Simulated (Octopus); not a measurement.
# Ta2N (P-3m1) in Octopus: reference runs

How does Ta2N come out in PBE? The cell is run as given.

Everything below comes from runs of Octopus 16.4. Logs are shortened: lines on timing, memory, paths and dates and some standing lists are left out, and cuts for length are marked.

**1. The crystal as given**

Symmetry: P-3m1, No. 164, trigonal system. The conventional cell has a = 3.113 Å, b = 3.113 Å, c = 4.870 Å, α = 90.00°, β = 90.00°, γ = 120.00°. Ta (site symmetry 3m) is surrounded by 3 N at 2.18 Å. N (site symmetry -3m) has 6 Ta at 2.18 Å as nearest neighbours.

The cell comes from a database or a generator and needn't be the stable form of this composition.

**2. Single point, PBE**

inp reads:

```
CalculationMode = gs
UnitsOutput = eV_Angstrom
PeriodicDimensions = 3
ExperimentalFeatures = yes
PseudopotentialSet = pseudodojo_pbe
%LatticeParameters
 1*angstrom | 1*angstrom | 1*angstrom
%
%LatticeVectors
 3.112861506 | 0 | 0
 -1.556430753 | 2.6958171426 | 0
 0 | 0 | 4.869841
%
%ReducedCoordinates
 "Ta" | 0.3333333333 | 0.6666666667 | 0.254711
 "Ta" | 0.6666666667 | 0.3333333333 | 0.745289
 "N" | 0 | 0 | 0
%
%Spacing
 0.12451446*angstrom | 0.12451446*angstrom | 0.12486772*angstrom
%
DerivativesOrder = 8
%KPointsGrid
 10 | 10 | 6
%
KPointsUseSymmetries = yes
XCFunctional = gga_x_pbe + gga_c_pbe
SmearingFunction = fermi_dirac
Smearing = 0.05*eV
ExtraStates = 11
Eigensolver = chebyshev_filter
ConvRelDens = 3e-7
MaximumIter = 120
%Output
 density | cube
 elf | cube
 potential | cube
%
```

Potentials or basis: pseudodojo_pbe (PseudoDojo 0.5, PBE).

Command:

```bash
$ OMP_NUM_THREADS=1 octopus > out.log
```

out.log:

```text
Running octopus

Version                : 16.4
Optional libraries     :

************************** Calculation Mode **************************
Input: [CalculationMode = gs]
**********************************************************************

Input: [SpinComponents = unpolarized]

******************************* Space ********************************
Octopus will run in 3 dimension(s).
Octopus will treat the system as periodic in 3 dimension(s).
**********************************************************************

Input: [AllElectronType = no]
Input: [PseudopotentialSet = pseudodojo_pbe]
Reading Coordinates from ReducedCoordinates block

****************************** Species *******************************
  Species 'Ta'
    type             : pseudopotential
    file             : 'Ta.upf'
    file format      : UPF2
    valence charge   : 13.0
    atomic number    :  73
    form on file     : kleinman-bylander
    lmax             : 3
    llocal           : -1
    projectors per l : 2
    total projectors : 8
    application form : kleinman-bylander
    orbitals         : 10
    bound orbitals   : 10

  Species 'N'
    type             : pseudopotential
    file             : 'N.upf'
    file format      : UPF2
    valence charge   : 5.0
    atomic number    :   7
    form on file     : kleinman-bylander
    lmax             : 1
    llocal           : -1
    projectors per l : 2
    total projectors : 4
    application form : kleinman-bylander
    orbitals         :  4
    bound orbitals   :  4

**********************************************************************

***************************** Symmetries *****************************
Space group No.  164
International: P-3m1
Schoenflies: D3d^3
Info: The system has    12 symmorphic symmetries that can be used.
  Index                Rotation matrix                      Fractional translations
    1 :     1   0   0     0   1   0     0   0   1      0.000000    0.000000    0.000000
    2 :    -1   0   0     0  -1   0     0   0  -1      0.000000    0.000000    0.000000
    3 :     0   1   0    -1  -1   0     0   0   1      0.000000    0.000000    0.000000
    4 :     0  -1   0     1   1   0     0   0  -1      0.000000    0.000000    0.000000
    5 :    -1  -1   0     1   0   0     0   0   1      0.000000    0.000000    0.000000
    6 :     1   1   0    -1   0   0     0   0  -1      0.000000    0.000000    0.000000
    7 :     0   1   0     1   0   0     0   0  -1      0.000000    0.000000    0.000000
    8 :     0  -1   0    -1   0   0     0   0   1      0.000000    0.000000    0.000000
    9 :     1   0   0    -1  -1   0     0   0  -1      0.000000    0.000000    0.000000
   10 :    -1   0   0     1   1   0     0   0   1      0.000000    0.000000    0.000000
   11 :    -1  -1   0     0   1   0     0   0  -1      0.000000    0.000000    0.000000
   12 :     1   1   0     0  -1   0     0   0   1      0.000000    0.000000    0.000000
Info: The system also has     0 nonsymmorphic symmetries (not used for electrons).
**********************************************************************

Input: [CurvMethod = curv_affine]
Input: [DerivativesStencil = stencil_stargeneral]

****************************** Lattice *******************************
  Lattice Vectors [A]
    3.112862    0.000000    0.000000
   -1.556431    2.695817    0.000000
    0.000000    0.000000    4.869841
  Cell volume =            40.8663 [A^3]
  Reciprocal-Lattice Vectors [A^-1]
    2.018460    1.165358   -0.000000
    0.000000    2.330716    0.000000
    0.000000   -0.000000    1.290224
  Cell angles [degree]
    alpha =   90.000
    beta  =   90.000
    gamma =  120.000
[... 175 lines left out ...]
Input: [Eigensolver = chebyshev_filter]
Input: [SubspaceDiagonalization = standard]
**********************************************************************

Input: [MixField = potential] (what to mix during SCF cycles)
Input: [MixingScheme = broyden]
Info: Mixing uses    4 steps and restarts after   20 steps.
Input: [LCAOStart = lcao_states]
Input: [LCAOScaleFactor = 1.000]
Input: [LCAOMaximumOrbitalRadius = 10.58 A]

** Warning:
**   Cannot do LCAO for all states because there are not enough atomic orbitals.
**   Required: 27. Available: 24. 3 orbitals will be randomized.

Info: Unnormalized total charge =     30.987585
Info: Renormalized total charge =     31.000000

** Warning:
**   Symmetrization discrepancy ratio (scalar) =  1.90197E-04

Info: Setting up Hamiltonian.
Info: Performing initial LCAO calculation with     24 orbitals.
Info: Getting Hamiltonian matrix elements.

Eigenvalues [eV]
 #st  Spin   Eigenvalue      Occupation
#k =       1, k = (  0.000000,  0.000000,  0.000000)
   1   --   -55.318746       2.000000
   2   --   -55.236287       2.000000
   3   --   -22.630524       2.000000
   4   --   -21.758480       2.000000
   5   --   -21.758458       2.000000
   6   --   -21.635796       2.000000
[... 16 lines left out ...]
  23   --    18.999482       0.000000
  24   --    22.978353       0.000000
#k =       2, k = (  0.100000,  0.000000,  0.000000)
   1   --   -55.297387       2.000000
   2   --   -55.218202       2.000000
   3   --   -22.592059       2.000000
   4   --   -21.762085       2.000000
   5   --   -21.696628       2.000000
   6   --   -21.619681       2.000000
[... 16 lines left out ...]
  23   --    19.436066       0.000000
  24   --    23.224582       0.000000
[... 70 further k-points ...]
Fermi energy =    16.499745 eV
Generating random wavefunctions for states       25 and above
Orthogonalizing wavefunctions.
Info: Ground-state restart information will be written to 'restart/gs'.
Info: SCF using complex wavefunctions.
Info: Starting SCF iteration.

** Warning:
**   Symmetrization discrepancy ratio (scalar) =  3.64903E-02

*********************** SCF CYCLE ITER #    1 ************************
 etot  = -3.81820071E+03 abs_ev   =  6.74E+01 rel_ev   =  1.66E-01
 ediff =        1.40E+02 abs_dens =  2.72E+00 rel_dens =  8.78E-02
Matrix vector products: 1800
Converged eigenvectors: 0

#  State  KPoint  Eigenvalue [eV]  Occupation    Error
      1       1      -55.321407    2.000000   ( 2.8E-07)
      1       2      -55.315980    2.000000   ( 5.0E-07)
      1       3      -55.315928    2.000000   ( 5.8E-07)
      1       6      -55.310737    2.000000   ( 7.0E-07)
      1       5      -55.310736    2.000000   ( 4.1E-07)
      1       4      -55.305928    2.000000   ( 4.0E-07)
      1       8      -55.301314    2.000000   ( 7.8E-07)
      1       7      -55.301141    2.000000   ( 7.2E-07)
[... 23 lines left out ...]
     27       9       28.811864    0.000000   ( 1.3E-01)
     27      29       29.093012    0.000000   ( 1.9E-01)
     27      49       29.310000    0.000000   ( 1.7E-01)
     27      53       29.314506    0.000000   ( 1.5E-01)
     27      18       29.342364    0.000000   ( 2.0E-01)
     27      42       29.742436    0.000000   ( 1.8E-01)
     27      37       29.947668    0.000000   ( 2.0E-01)
     27      32       30.350094    0.000000   ( 1.6E-01)

Density of states:

---------------------------%------------------------------------------
---------------------------%------------------------------------------
---------------------------%------------------------------------------
---------------------------%------------------------------------------
---------------------------%------------------------------------------
---------------------------%------------------------------------------
%--------------------------%--------------------%---------------------
%--------------------------%--------------------%---%---%%%-----------
%--------------------------%-----------%-------%%---%%-%%%%%----------
%-------------------------%%-----------%-------%%--%%%%%%%%%%%%%%%%%--
                                                      ^

Fermi energy =    12.249803 eV

**********************************************************************

*********************** SCF CYCLE ITER #    2 ************************
 etot  = -3.81018759E+03 abs_ev   =  3.10E+00 rel_ev   =  7.56E-03
 ediff =        2.94E-01 abs_dens =  1.43E+00 rel_dens =  4.62E-02
Matrix vector products: 1800
Converged eigenvectors: 0
[... 163 lines left out ...]
*********************** SCF CYCLE ITER #   16 ************************
 etot  = -3.82785473E+03 abs_ev   =  6.81E-05 rel_ev   =  1.63E-07
 ediff =        4.36E-06 abs_dens =  3.28E-06 rel_dens =  1.06E-07
Matrix vector products: 1800
Converged eigenvectors: 366

#  State  KPoint  Eigenvalue [eV]  Occupation    Error
      1       1      -56.752021    2.000000   ( 1.1E-08)
      1       2      -56.747029    2.000000   ( 1.0E-08)
      1       3      -56.746978    2.000000   ( 1.4E-08)
      1       6      -56.742204    2.000000   ( 1.0E-08)
      1       5      -56.742204    2.000000   ( 1.4E-08)
      1       4      -56.737784    2.000000   ( 1.0E-08)
      1       8      -56.733541    2.000000   ( 1.4E-08)
      1       7      -56.733379    2.000000   ( 1.1E-08)
[... 23 lines left out ...]
     27      14       26.584580    0.000000   ( 2.4E-02)
     27      35       26.623170    0.000000   ( 1.3E-02)
     27      25       26.630189    0.000000   ( 1.6E-02)
     27      29       26.659143    0.000000   ( 2.0E-02)
     27       2       26.929540    0.000000   ( 3.9E-02)
     27       9       27.016420    0.000000   ( 5.3E-03)
     27      53       27.059467    0.000000   ( 2.2E-02)
     27       3       27.788462    0.000000   ( 2.9E-02)

Density of states:

---------------------------%------------------------------------------
---------------------------%------------------------------------------
---------------------------%------------------------------------------
---------------------------%------------------------------------------
---------------------------%------------------------------------------
%--------------------------%%------------------------------%----------
%--------------------------%%----------------------%--%----%----------
%--------------------------%%---------------------%%--%--%%%%---------
%--------------------------%%-------------%-------%%-%%%%%%%%%%-%%-%--
%--------------------------%%-------------%%-----%%%-%%%%%%%%%%%%%%%%-
                                                        ^

Fermi energy =    11.926731 eV

**********************************************************************

Info: SCF converged in   16 iterations

** Warning:
**   Some of the states are not fully converged!

Info: Number of matrix-vector products:      28800
Info: Writing output to static/

Info: Finished writing information to 'restart/gs'.

Octopus emitted 21 warnings.
```

Wall time 15 min (1 thread of Arm Neoverse V2, shared host); peak memory 2.4 GiB.

What came out:

| Item | Value |
| --- | --- |
| Free energy | -3827.8683 eV |
| Band gap on the k mesh | none (metal or under the smearing width) |
